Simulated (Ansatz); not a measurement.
The elements of this relaxed trial crystal are hidden behind letters.

```
lattice vectors (Å)
   2.5070    0.0000    0.0000
   0.0000    2.5070    0.0000
   0.0000    0.0000    2.5070
fractional positions
X 0.0000 0.0000 0.0000
Z 0.5000 0.5000 0.5000
```

Theory: DFT PBE, scalar-relativistic, plane waves, PAW in Ansatz 0.2.0. Settings of the last relaxation (2-atom cell): 420 eV, 12×12×12 k points, Gaussian smearing of 0.02 eV, no spin polarisation.

```
Space group                                 : Pm-3m (No. 221)
Conventional cell                           : a = 2.507 Å
Volume per atom                             : 7.88 Å³
Density                                     : 0.84 g/cm³
Energy over the elements                    : −0.182 eV/atom
Gap on the 12×12×12 mesh of the 2-atom cell : 0.71 eV
```

Energies are uncorrected and count from the elements' standard states at the same level.

Problem. X is an s-block element of period 2 and Z is an s-block element of period 1. Which elements are they?

Solution. X = Li, Z = H, so the formula is LiH, here in the caesium chloride type. Density times volume gives a mean mass of 0.84 × 7.88/1.6605 = 4.0 u per atom, and this set has 4.0 u. Among the elements that the hints allow, noble gases aside, only these give it. Li has 8 H at 2.17 Å and 6 Li at 2.51 Å; H has 8 Li at 2.17 Å and 6 H at 2.51 Å.

Kohn–Sham gaps at this level usually fall short of measured ones. A structure relaxed within its symmetry needn't be a true minimum. Another cell of LiH relaxed alike, in F-43m, lies 187 meV/atom lower, so this cell isn't the stable form at this level.
